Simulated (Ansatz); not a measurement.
Pb:

```xyz
1
Lattice="0.0000 2.4750 2.4750 2.4750 0.0000 2.4750 2.4750 2.4750 0.0000" Properties=species:S:1:pos:R:3 pbc="T T T"
Pb    0.0000    0.0000    0.0000
```

Base run:

* Program: Ansatz 0.2.0
* Functional: LDA
* Potentials or basis: all-electron LAPW, relativistic spinors
* Cutoff: 154 eV
* Density cutoff: 618 eV
* Basis error allowed: 0.001 eV/atom
* k mesh: 7 × 7 × 7
* Occupations: fermi-dirac, width 0.05 eV
* Spin: spin-orbit coupling, no magnetisation

Its results: pressure -1.7 GPa.

**Question.** The run is repeated on the same cell with these changes: functional from LDA to PBE. What comes out?

**Answer.** Pressure 2.8 GPa.

PBE binds less tightly than LDA, so the same cell stands under more pressure.

Caveats: the k mesh is thin for a metal, which can move the energy by tens of meV per atom.

Not every run made on this cell is shown here.
